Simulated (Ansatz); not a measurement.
# Te: the cost of one run

Method: DFT PBE, scalar-relativistic, plane waves, PAW, in Ansatz 0.2.0.

## 1. The structure to begin with

Symmetry: Imma, No. 74, orthorhombic system. Conventional cell: a = 5.916 Å, b = 7.752 Å, c = 3.070 Å, α = 90.00°, β = 90.00°, γ = 90.00°. Around Te (site symmetry mm2) lie 4 Te at 2.96 to 3.07 Å.

As a file:

```xyz
2
Lattice="-2.9578 3.8760 1.5352 2.9578 -3.8760 1.5352 2.9578 3.8760 -1.5352" Properties=species:S:1:pos:R:3 pbc="T T T"
Te    0.0000    5.8139    0.7647
Te    2.9578   -1.9380    0.7704
```

The structure comes from the Materials Project (structure only).

## 2. A change within a subgroup

What differs from the listed cell: strain xx, yy, zz, yz, xz, xy = -3.8, -0.5, -1.1, +0.0, +0.6, +0.0 %; atoms moved by 0.10 Å root mean square, at most 0.10 Å.

File input.yaml:

```yaml
crystal:
  lattice:
    - [-2.8367277241, 3.8564307958, 1.5010492859]
    - [2.8553644801, -3.8564307958, 1.5369568743]
    - [2.8367277241, 3.8564307958, -1.5010492859]
  atoms:
    - { symbol: Te, position: [1.0299635329, 0.2746083617, 0.7446448288] }
    - { symbol: Te, position: [-0.0299635329, 0.7253916383, 0.2553551712] }
basis:
  ecutwfc: 420
kpoints:
  mp_grid: { grid: [14, 14, 14] }
hamiltonian:
  xc: pbe
scf:
  occupations: { method: gaussian, width: 0.1 }
output:
  forces: true
  stress: true
  eigenvalues: true
```

Started as:

```bash
$ ansatz run input.yaml --threads 1 --pin off --max-ram 1331MiB --backend cpu --events-out ev --progress --plain --runs-dir out
```

**Question.** How long does this run take on 1 thread of an x86-64 CPU, shared host, and how much memory does it need?

About 94 s, with a peak of 0.96 GiB.
